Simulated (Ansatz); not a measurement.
GeO2:
```
CELL_PARAMETERS angstrom
      4.41054     0.00000     0.00000
      0.00000     4.41054     0.00000
      0.00000     0.00000     2.87016
ATOMIC_POSITIONS crystal
  Ge 0.50000 0.50000 0.50000
  Ge 0.00000 0.00000 0.00000
  O  0.69399 0.69399 0.00000
  O  0.30601 0.30601 0.00000
  O  0.80601 0.19399 0.50000
  O  0.19399 0.80601 0.50000
```

Relaxed with r²SCAN. Plane-wave PAW r²SCAN (Ansatz code) gives a gap of 2.51 eV.

Problem. What gap does HSE06 give on the same cell (Ansatz, PAW)?

Solution. 3.74 eV, 1.22 eV more. The hybrid was solved on a coarser mesh and at special points; its gap is the smallest among all of these.

```csv
k,v1 r²SCAN,c1 r²SCAN,v1 HSE06,c1 HSE06
Γ,0.00,2.51,0.00,3.74
Z,-1.93,7.01,(withheld),(withheld)
M,-1.54,5.73,(withheld),(withheld)
A,-1.21,5.44,(withheld),(withheld)
R,-1.36,7.22,-1.21,8.64
X,-0.83,5.65,(withheld),(withheld)
```

Problem. Top valence (v1) and lowest conduction level (c1) in eV from each method's valence maximum (which need not be a listed point): supply the withheld HSE06 values.

Solution. 
- A, v1 HSE06: -1.27
- A, c1 HSE06: 6.72
- X, v1 HSE06: -0.80
- X, c1 HSE06: 6.98
- M, v1 HSE06: -1.62
- M, c1 HSE06: 7.09
- Z, v1 HSE06: -2.03
- Z, c1 HSE06: 8.43

Cost on shared cores: the r²SCAN run (SCF on a 6×6×10 mesh, then bands and DOS) about 40 core-seconds (a rough figure), the HSE06 run (SCF on 4×4×6, then a few points) very roughly 80 core-seconds; the tasks are unlike.

Space group P4_2/mnm (rutile). Symmetry was held in the r²SCAN relaxation; of distortions, only those at the zone centre were tested. Spin–orbit coupling is left out wherever it is not named.

Potentials: the later of the program's two PAW sets.
